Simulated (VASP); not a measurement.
# Te2Pt (Moncheite): single point with revPBE+D3(BJ)

The system is Te2Pt (Moncheite).

```
CELL_PARAMETERS angstrom
3.90008 0.00000 0.00000
-1.95004 3.37757 0.00000
0.00000 0.00000 5.05843
ATOMIC_POSITIONS crystal
Pt 0.00000 0.00000 0.00000
Te 0.66667 0.33333 0.75000
Te 0.33333 0.66667 0.25000
```

The cell isn't the ideal one: volume scaled by 0.92.

* Program: VASP 6.6.1
* Task: single point
* Functional: revPBE
* Dispersion: D3(BJ)
* Potentials or basis: VASP PAW PBE potentials, release 64 (Pt, Te)
* Cutoff: 520 eV
* k mesh: 6 × 6 × 4
* Occupations: gaussian, width 0.1 eV
* Spin: spin-orbit coupling, no magnetisation
* Further INCAR settings: ALGO = Fast; EDIFF = 1.00e-07; NBANDS = 35

* Pressure: 15.1 GPa
* Largest force: 2.358 eV/Å
* Valence electrons inside the program's atomic spheres: Pt 9.77; Te 3.43
* Dispersion energy per atom: -1.162 eV

Forces in eV/Å, atoms in the order of the input:
```
Pt   0.000  0.000  0.000
Te   0.000  0.000 -2.358
Te   0.000  0.000  2.358
```

Stress tensor (GPa, compression positive):
```
17.09  0.00  0.00
 0.00 17.09  0.00
 0.00  0.00 11.05
```

Wall time 4.5 min on 1 thread of Intel(R) Xeon(R) 6975P-C (Granite Rapids), on a shared host, peak memory 0.5 GiB.

Caveat: the PAW data sets were made with another functional, which shifts forces and pressure a little.
